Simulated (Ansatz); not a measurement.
# Zr (P6_3/mmc) in Ansatz: a series of runs

One crystal, Zr, is run at these levels: LDA, PBE, PBEsol, RPBE; tasks: band structure.

All numbers are computed with Ansatz 0.2.0; they aren't measurements. Logs are shortened: lines on timing, memory, paths and dates and some standing lists are left out, and cuts for length are marked.

## Step 1: The crystal as given

The structure is hexagonal, space group P6_3/mmc (No. 194). The conventional cell has a = 3.232 Å, b = 3.232 Å, c = 5.147 Å, α = 90.00°, β = 90.00°, γ = 120.00°. Zr (site symmetry -6m2) is surrounded by 12 Zr at 3.18 to 3.23 Å.

## Step 2: Band structure, LDA

input.yaml reads:

```yaml
crystal:
  lattice:
    - [3.232, 0.0, 0.0]
    - [-1.616, 2.798994105, 0.0]
    - [0.0, 0.0, 5.147]
  atoms:
    - { symbol: Zr, position: [0.6666666667, 0.3333333333, 0.75] }
    - { symbol: Zr, position: [0.3333333333, 0.6666666667, 0.25] }
kpoints:
  mp_grid: { grid: [9, 9, 5] }
  band_path:
    path:
      - [0.0, 0.0, 0.0]
      - [0.5, 0.0, 0.0]
      - [0.3333333333, 0.3333333333, 0.0]
      - [0.0, 0.0, 0.0]
      - [0.0, 0.0, 0.5]
      - [0.5, 0.0, 0.5]
      - [0.3333333333, 0.3333333333, 0.5]
      - [0.0, 0.0, 0.5]
    npoints: 6
scf:
  occupations: { method: fermi_dirac, width: 0.05 }
hamiltonian:
  xc: lda
  pseudopotentials: { kind: all_electron, lapw: { basis_error: 0.001 } }
output:
  forces: true
  stress: true
  eigenvalues: true
```

Potentials or basis: all-electron LAPW, scalar-relativistic.

The run is started by

```bash
> ansatz run input.yaml --threads 1 --pin off --max-ram 3072MiB --backend cpu --events-out ev --progress --plain --runs-dir out
```

Output:

```text
Warning: RAYON_NUM_THREADS=1 ignored (pool sized by the plan → 1); use --threads N
LAPW: plane waves up to 6.749 Å⁻¹, error target 1.0e-3 eV per atom; small_component_spin mean_spin; Zr in spheres of 1.589 Å, 22 of its electrons in bands, Dirac shells [] (how accurate: hamiltonian.pseudopotentials.lapw.basis_error, Limitations)
Engine: ansatz 0.2.0, aarch64-unknown-linux-gnu
Pseudopotentials: kind: all_electron
Pseudopotential: Zr, LAPW, valence charge 22, lapw/all_electron/scalar/gaussian/Zr, Koelling and Harmon's equation, gaussian nucleus
Functional definition: SPW92
  exchange = slater_x
  correlation = pw_c
Crystal: 2 atoms, lattice volume = 46.562 Å³
Basis set: ecut = 173.5450943233531 eV, 251 PW (Γ), exchange–correlation at level 2
Bands: 27, of which v1, the nominal top of the filled ones, is band 22 counted from 1 (21 counted from 0)
Symmetry: 24 space group operations
Space group: P63/mmc (ITA 194), of the structure as read, at distance tolerance 3.6e-5 Å
k-points: 36 of 405
Non-local potential: Zr, projectors of the file, none
Initial density: superposition of atomic densities (chi_scale 0.1, normalization cell)
Initial wavefunctions: plane waves of lowest kinetic energy (no species holds an atomic orbital)
Functional: x = slater, c = lda
iter 1 solved again at ethr=3.28e-4 eV; its pass at ethr=1.00e-1 eV (dr2=1.44e-1 eV) is discarded
SCF iter   1: F=—  HF=-195641.876431 eV  |F-HF|=—  |Δ(HF+E_count)|=         —  Δρ=1.82e-2  dr2=1.45e-1  ethr=3.28e-4  ⟨swp⟩=2.7  Hψ=6476  notcnv=0
preconditioner: auto → Kerker (q_TF=auto, 2.703 Å⁻¹)  [metal: Δε(μ)=0.060 eV  Ē_g=3.769 eV  σ=0.050 eV  W_gap=0.27  n_scr=22 (ndim 8)  ℏωp=15.4 eV  f_vac=0.000  D(μ)=1.75/eV (n_scr^D=22)]
SCF iter   2: F=—  HF=-195641.708673 eV  |F-HF|=—  |Δ(HF+E_count)|=   1.68e-1  Δρ=1.05e-2  dr2=5.62e-2  ethr=3.28e-4  ⟨swp⟩=2.0  Hψ=3167  notcnv=0
SCF iter   3: F=—  HF=-195641.694552 eV  |F-HF|=—  |Δ(HF+E_count)|=   1.41e-2  Δρ=5.67e-3  dr2=1.78e-2  ethr=1.28e-4  ⟨swp⟩=2.0  Hψ=3011  notcnv=0
iter 4 solved again at ethr=3.44e-6 eV; its pass at ethr=4.06e-5 eV (dr2=1.52e-3 eV) is discarded
SCF iter   4: F=—  HF=-195641.692020 eV  |F-HF|=—  |Δ(HF+E_count)|=         —  Δρ=1.56e-3  dr2=1.51e-3  ethr=3.44e-6  ⟨swp⟩=2.0  Hψ=5012  notcnv=0
the basis was enlarged: its passes take 144.4 KiB over the memory plan, 1 of 1 planned eigensolver slots
SCF iter   5: F=—  HF=-195641.691791 eV  |F-HF|=—  |Δ(HF+E_count)|=   2.28e-4  Δρ=4.03e-4  dr2=9.42e-5  ethr=3.44e-6  ⟨swp⟩=2.0  Hψ=3011  notcnv=0
SCF iter   6: F=—  HF=-195641.691792 eV  |F-HF|=—  |Δ(HF+E_count)|=   6.02e-7  Δρ=1.57e-4  dr2=1.53e-5  ethr=2.14e-7  ⟨swp⟩=2.0  Hψ=3011  notcnv=0
SCF iter   7: F=—  HF=-195641.691791 eV  |F-HF|=—  |Δ(HF+E_count)|=   8.28e-7  Δρ=2.10e-5  dr2=2.99e-7  ethr=3.48e-8  ⟨swp⟩=2.0  Hψ=3011  notcnv=0
SCF iter   8: F=-195641.691791 eV  HF=-195641.691791 eV  |F-HF|=6.23e-9  |Δ(HF+E_count)|=   3.91e-8  Δρ=7.54e-6  dr2=2.72e-8  ethr=6.78e-10  ⟨swp⟩=2.1  Hψ=3018  notcnv=0
SCF 1 converged in 8 iterations: F = -195641.691791 eV  dr2 = 2.72e-8
NSCF: frozen V_eff on 43 k-points
SCF converged after 8 iterations
Free energy (F): -195641.691791 eV
Harris-Foulkes:  -195641.691791 eV  (|F-HF|=6.23e-9)
Internal energy: -195641.674178 eV  (E = F + TS)
E sigma→0 (E₀):  -195641.682985 eV
Entropy (-TS):   -0.017613 eV (-8.806 meV/atom)
Fermi energy:    15.514871 eV
--- Per-component energies (eV) ---
  E_band       = -3222.611162
  E_kinetic    = 202013.096038
  E_xc         = -6005.817305
  E_electrostatic = -391648.952911  (all electrons and nuclei)
  E_smearing   = -0.017613  (= −TS)
  E_closure    = 0.000000  (closes the sum)
  E_atoms      = -195625.569354  (free atoms, spherical and without spin; not in F)
  Σ components = -195641.691791   (vs F -195641.691791, Δ=0.00e0)
  Basis errors (estimates in eV, not in F): energy 1.7e-4 per atom: plane waves 1.3e-4 (6.8e-5 summed), levels above the bands 1.4e-19, relativity 2.8e-9, radial functions 4.0e-5, core shells 6.2e-7; eigenvalues (radial functions only) 8.4e-7; not estimated: angular momenta, meshes, grids; target (lapw.basis_error) 1.0e-3; muffin-tin radii Zr 1.589 Å
--- Forces (eV/Å), atoms counted from 1 ---
  atom   1  Zr     0.00000000    -0.00000000     0.00000000
  atom   2  Zr     0.00000000    -0.00000000     0.00000000
  max |Σ_I F_I| component: 2.22e-16 eV/Å
--- Stress (GPa, compression-positive) ---
       -6.351163      -0.000000       0.000000
        0.000000      -6.351163       0.000000
        0.000000       0.000000      -5.487366
  P = ⅓ Tr σ = -6.0632 GPa (-60.632 kbar)
--- Band table (eV; the first three rows and the last of 36) ---
  k-point 0: bands = ["-153.3348", "-153.3348", "-153.3347", "-153.3347", "-153.3319", "-153.3319", "-153.3098", "-153.3098", "-153.3098", "-153.3098", "-33.1884", "-33.0312", "-11.7694", "-10.8891", "-10.8891", "-10.7473", "-10.7450", "-10.7450", "9.8573", "12.4657", "16.3358", "16.3358", "16.4919", "16.7522", "17.0263", "17.0263", "17.5952"]
  k-point 1: bands = ["-153.3347", "-153.3347", "-153.3347", "-153.3347", "-153.3319", "-153.3319", "-153.3098", "-153.3098", "-153.3098", "-153.3098", "-33.1736", "-33.0465", "-11.6777", "-10.8754", "-10.8754", "-10.8516", "-10.7589", "-10.7589", "10.1884", "12.4279", "16.1875", "16.1966", "16.1966", "16.2461", "16.7945", "16.7945", "18.0654"]
  k-point 2: bands = ["-153.3347", "-153.3347", "-153.3347", "-153.3347", "-153.3319", "-153.3319", "-153.3098", "-153.3098", "-153.3098", "-153.3098", "-33.1347", "-33.0862", "-11.4323", "-11.1172", "-10.8396", "-10.8396", "-10.7951", "-10.7951", "11.0566", "12.0132", "15.5458", "15.7328", "16.1519", "16.1519", "16.3883", "16.3883", "18.9803"]
  k-point 35: bands = ["-153.3347", "-153.3347", "-153.3347", "-153.3347", "-153.3319", "-153.3319", "-153.3098", "-153.3098", "-153.3098", "-153.3098", "-33.0138", "-33.0138", "-11.5210", "-11.5210", "-11.3488", "-11.2479", "-10.9239", "-10.9239", "14.0495", "14.0536", "14.0536", "14.3683", "15.5165", "15.5165", "17.2874", "17.9217", "19.8930"]
```

It took 8.4 s on 1 thread of Arm Neoverse V2, shared host; peak memory 0.28 GiB.

Results:

```
Free energy             : -195641.6918 eV
Pressure                : -6.1 GPa
Band gap along the path : none (metal or under the smearing width)
```

Levels at the corners of the path, in eV from the Fermi level:
| point | band 18 | band 19 | band 20 | band 21 | band 22 | band 23 | band 24 | band 25 | band 26 | band 27 |
| --- | --- | --- | --- | --- | --- | --- | --- | --- | --- | --- |
| Γ | -26.26 | -5.66 | -3.05 | 0.82 | 0.82 | 0.98 | 1.24 | 1.51 | 1.51 | 2.08 |
| M | -26.37 | -2.58 | -2.52 | -2.15 | -0.18 | 0.48 | 0.76 | 1.44 | 4.87 | 5.27 |
| K | -26.65 | -2.11 | -1.35 | -1.35 | -1.12 | 0.24 | 0.24 | 1.77 | 4.29 | 4.29 |
| Γ | -26.26 | -5.66 | -3.05 | 0.82 | 0.82 | 0.98 | 1.24 | 1.51 | 1.51 | 2.08 |
| A | -26.33 | -3.95 | -3.95 | 0.04 | 0.04 | 0.72 | 0.72 | 0.72 | 0.72 | 3.90 |
| L | -26.49 | -2.88 | -2.88 | -1.07 | -1.07 | 1.66 | 1.66 | 2.16 | 2.16 | 5.10 |
| H | -26.42 | -1.48 | -1.48 | -1.27 | -1.27 | -0.01 | -0.01 | 1.99 | 1.99 | 4.37 |
| A | -26.33 | -3.95 | -3.95 | 0.04 | 0.04 | 0.72 | 0.72 | 0.72 | 0.72 | 3.90 |

## Step 3: Band structure, PBE

input.yaml: that of step 2 with these lines changed.

```diff
@@ -24,3 +24,3 @@
 hamiltonian:
-  xc: lda
+  xc: pbe
   pseudopotentials: { kind: all_electron, lapw: { basis_error: 0.001 } }
```

Potentials or basis: all-electron LAPW, scalar-relativistic.

The run is started by

```bash
> ansatz run input.yaml --threads 1 --pin off --max-ram 3072MiB --backend cpu --events-out ev --progress --plain --runs-dir out
```

Run time: 8.5 s. Hardware: 1 thread of Arm Neoverse V2, shared host; peak memory 0.28 GiB.

Results (log left out):

| Quantity | Value |
| --- | --- |
| Free energy | -195854.2360 eV |
| Pressure | 0.5 GPa |
| Band gap along the path | none (metal or under the smearing width) |

Stress tensor (GPa, compression positive):
```
0.21 0.00 0.00
0.00 0.21 0.00
0.00 0.00 1.09
```

Levels at the corners of the path, in eV from the Fermi level:
| point | band 19 | band 20 | band 21 | band 22 | band 23 | band 24 | band 25 | band 26 |
| --- | --- | --- | --- | --- | --- | --- | --- | --- |
| Γ | -5.66 | -3.04 | 0.85 | 0.85 | 1.00 | 1.16 | 1.54 | 1.54 |
| M | -2.58 | -2.52 | -2.15 | -0.23 | 0.52 | 0.77 | 1.45 | 4.88 |
| K | -2.11 | -1.37 | -1.37 | -1.15 | 0.25 | 0.25 | 1.79 | 4.29 |
| Γ | -5.66 | -3.04 | 0.85 | 0.85 | 1.00 | 1.16 | 1.54 | 1.54 |
| A | -3.95 | -3.95 | 0.03 | 0.03 | 0.75 | 0.75 | 0.75 | 0.75 |
| L | -2.88 | -2.88 | -1.07 | -1.07 | 1.61 | 1.61 | 2.19 | 2.19 |
| H | -1.45 | -1.45 | -1.29 | -1.29 | -0.05 | -0.05 | 2.02 | 2.02 |
| A | -3.95 | -3.95 | 0.03 | 0.03 | 0.75 | 0.75 | 0.75 | 0.75 |

## Step 4: Band structure, PBEsol

input.yaml: that of step 3 with these lines changed.

```diff
@@ -24,3 +24,3 @@
 hamiltonian:
-  xc: pbe
+  xc: pbesol
   pseudopotentials: { kind: all_electron, lapw: { basis_error: 0.001 } }
```

The run is started by

```bash
> ansatz run input.yaml --threads 1 --pin off --max-ram 3072MiB --backend cpu --events-out ev --progress --plain --runs-dir out
```

It took 8.5 s on 1 thread of Arm Neoverse V2, shared host; peak memory 0.28 GiB.

The run converged. Its results:

| Property | Result |
| --- | --- |
| Free energy | -195743.8525 eV |
| Pressure | -3.3 GPa |
| Band gap along the path | none (metal or under the smearing width) |

Stress tensor (GPa, compression positive):
```
-3.54  0.00  0.00
 0.00 -3.54  0.00
 0.00  0.00 -2.69
```

Levels at the corners of the path, in eV from the Fermi level:
| point | band 18 | band 19 | band 20 | band 21 | band 22 | band 23 | band 24 | band 25 | band 26 | band 27 |
| --- | --- | --- | --- | --- | --- | --- | --- | --- | --- | --- |
| Γ | -26.28 | -5.68 | -3.05 | 0.84 | 0.84 | 1.00 | 1.17 | 1.54 | 1.54 | 2.11 |
| M | -26.38 | -2.58 | -2.53 | -2.16 | -0.22 | 0.51 | 0.77 | 1.45 | 4.90 | 5.30 |
| K | -26.66 | -2.12 | -1.37 | -1.37 | -1.15 | 0.25 | 0.25 | 1.79 | 4.32 | 4.32 |
| Γ | -26.28 | -5.68 | -3.05 | 0.84 | 0.84 | 1.00 | 1.17 | 1.54 | 1.54 | 2.11 |
| A | -26.35 | -3.97 | -3.97 | 0.03 | 0.03 | 0.75 | 0.75 | 0.75 | 0.75 | 3.94 |
| L | -26.51 | -2.89 | -2.89 | -1.07 | -1.07 | 1.62 | 1.62 | 2.19 | 2.19 | 5.13 |
| H | -26.44 | -1.47 | -1.47 | -1.29 | -1.29 | -0.03 | -0.03 | 2.02 | 2.02 | 4.39 |
| A | -26.35 | -3.97 | -3.97 | 0.03 | 0.03 | 0.75 | 0.75 | 0.75 | 0.75 | 3.94 |

## Step 5: Band structure, RPBE

input.yaml: that of step 4 with these lines changed.

```diff
@@ -24,3 +24,3 @@
 hamiltonian:
-  xc: pbesol
+  xc: rpbe
   pseudopotentials: { kind: all_electron, lapw: { basis_error: 0.001 } }
```

The run is started by

```bash
> ansatz run input.yaml --threads 1 --pin off --max-ram 3072MiB --backend cpu --events-out ev --progress --plain --runs-dir out
```

Wall time 8.6 s (1 thread of Arm Neoverse V2, shared host); peak memory 0.28 GiB.

The run converged. Its results:

| Item | Value |
| --- | --- |
| Free energy | -195867.8973 eV |
| Pressure | 2.7 GPa |
| Band gap along the path | none (metal or under the smearing width) |

Stress tensor (GPa, compression positive):
```
2.45 0.00 0.00
0.00 2.45 0.00
0.00 0.00 3.32
```

Levels at the corners of the path, in eV from the Fermi level:
| point | band 19 | band 20 | band 21 | band 22 | band 23 | band 24 | band 25 | band 26 |
| --- | --- | --- | --- | --- | --- | --- | --- | --- |
| Γ | -5.65 | -3.04 | 0.86 | 0.86 | 1.00 | 1.14 | 1.55 | 1.55 |
| M | -2.58 | -2.51 | -2.15 | -0.24 | 0.53 | 0.77 | 1.45 | 4.87 |
| K | -2.11 | -1.38 | -1.38 | -1.15 | 0.26 | 0.26 | 1.80 | 4.29 |
| Γ | -5.65 | -3.04 | 0.86 | 0.86 | 1.00 | 1.14 | 1.55 | 1.55 |
| A | -3.95 | -3.95 | 0.03 | 0.03 | 0.76 | 0.76 | 0.76 | 0.76 |
| L | -2.87 | -2.87 | -1.06 | -1.06 | 1.60 | 1.60 | 2.20 | 2.20 |
| H | -1.44 | -1.44 | -1.29 | -1.29 | -0.06 | -0.06 | 2.03 | 2.03 |
| A | -3.95 | -3.95 | 0.03 | 0.03 | 0.76 | 0.76 | 0.76 | 0.76 |

## Step 6: The runs side by side

```csv
level,pressure (GPa)
LDA,-6.1
PBE,0.5
PBEsol,-3.3
RPBE,2.7
```

Alike in all rows: task band structure; potentials or basis all-electron LAPW, scalar-relativistic; no spin polarisation; cell as given; k mesh 9 × 9 × 5; cutoff (eV) 174; smearing fermi-dirac 0.05 eV; basis error allowed 0.001 eV/atom.

The pressure there spans -6.1 GPa (LDA) to 2.7 GPa (RPBE); a positive pressure means that this level wants a larger cell, a negative one a smaller.

Compare energies only between runs with the same functional and basis.
